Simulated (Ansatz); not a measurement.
# BP: the cost of one run

Method: DFT PBEsol, scalar-relativistic, plane waves, PAW, in Ansatz 0.2.0.

2 further runs of the same task are left out: 2 set aside as unsound or not needed.

## Step 1: Starting point

The structure is cubic, space group F-43m (No. 216). Conventional cell: a = 4.520 Å, b = 4.520 Å, c = 4.520 Å, α = 90.00°, β = 90.00°, γ = 90.00°. B (site symmetry -43m) is surrounded by 4 P at 1.96 Å. P (site symmetry -43m) is surrounded by 4 B at 1.96 Å.

Coordinates:

```cif
data_structure
_symmetry_space_group_name_H-M 'F-43m'
_symmetry_Int_Tables_number 216
_cell_length_a 4.5202
_cell_length_b 4.5202
_cell_length_c 4.5202
_cell_angle_alpha 90.000
_cell_angle_beta 90.000
_cell_angle_gamma 90.000
_cell_volume 92.36
loop_
_atom_site_label
_atom_site_type_symbol
_atom_site_symmetry_multiplicity
_atom_site_Wyckoff_symbol
_atom_site_fract_x
_atom_site_fract_y
_atom_site_fract_z
_atom_site_occupancy
B1 B 4 a 0.00000 0.00000 0.00000 1
P1 P 4 c 0.25000 0.25000 0.25000 1
```

This cell was relaxed beforehand with the same method: volume 11.54 Å³/atom, gap on the mesh 1.12 eV.

Bulk energy on matching settings, from an earlier run: -446.7946 eV/atom.

## Step 2: The (111) slab

Miller indices refer to the conventional cell of the relaxed bulk, F-43m (No. 216): a = 4.520 Å, b = 4.520 Å, c = 4.520 Å, α = 90.00°, β = 90.00°, γ = 90.00°.

Cut from the relaxed bulk: a (111) slab, 11.1 Å thick as cut, with 15 Å of vacuum; its outer planes are B (top) and P (bottom).

The slab as cut. Its planes from the bottom up:

```csv
plane,atoms per cell,height over the lowest (Å)
1,P,0.00
2,B,0.65
3,P,2.61
4,B,3.26
5,P,5.22
6,B,5.87
7,P,7.83
8,B,8.48
9,P,10.44
10,B,11.09
```

## Step 3: The slab as cut, atoms at the bulk's places

The cell repeats along c, and a dipole correction in the vacuum removes the field between the copies.

File input.yaml:

```yaml
crystal:
  lattice:
    - [3.1962448201, 0.0, 0.0]
    - [-1.5981224101, 2.7680292109, 0.0]
    - [0.0, 0.0, 26.0913226116]
  atoms:
    - { symbol: P, position: [0.0, 0.0, 0.2874518901] }
    - { symbol: B, position: [0.3333333333, 0.6666666667, 0.3124575501] }
    - { symbol: P, position: [0.3333333333, 0.6666666667, 0.3874745301] }
    - { symbol: B, position: [0.6666666667, 0.3333333333, 0.41248019] }
    - { symbol: P, position: [0.6666666667, 0.3333333333, 0.48749717] }
    - { symbol: B, position: [0.0, 0.0, 0.51250283] }
    - { symbol: P, position: [0.0, 0.0, 0.58751981] }
    - { symbol: B, position: [0.3333333333, 0.6666666667, 0.6125254699] }
    - { symbol: P, position: [0.3333333333, 0.6666666667, 0.6875424499] }
    - { symbol: B, position: [0.6666666667, 0.3333333333, 0.7125481099] }
basis:
  ecutwfc: 420
kpoints:
  mp_grid: { grid: [9, 9, 1] }
hamiltonian:
  xc: pbesol
scf:
  occupations: { method: gaussian, width: 0.05 }
output:
  forces: true
  stress: true
  eigenvalues: true
  write_density: true
  write_potential: true
  elf: true
  volumetric_format: npy
efield:
  axis: 3
  dipole_correction: true
  ramp_width: 0.04
```

Launch:

```bash
$ ansatz run input.yaml --threads 1 --pin off --max-ram 3072MiB --backend cpu --events-out ev --progress --plain --runs-dir out
```

**Question.** How long does this run take on 1 thread of an x86-64 CPU, shared host, and how much memory does it need?

About 15 s, with a peak of 0.51 GiB.
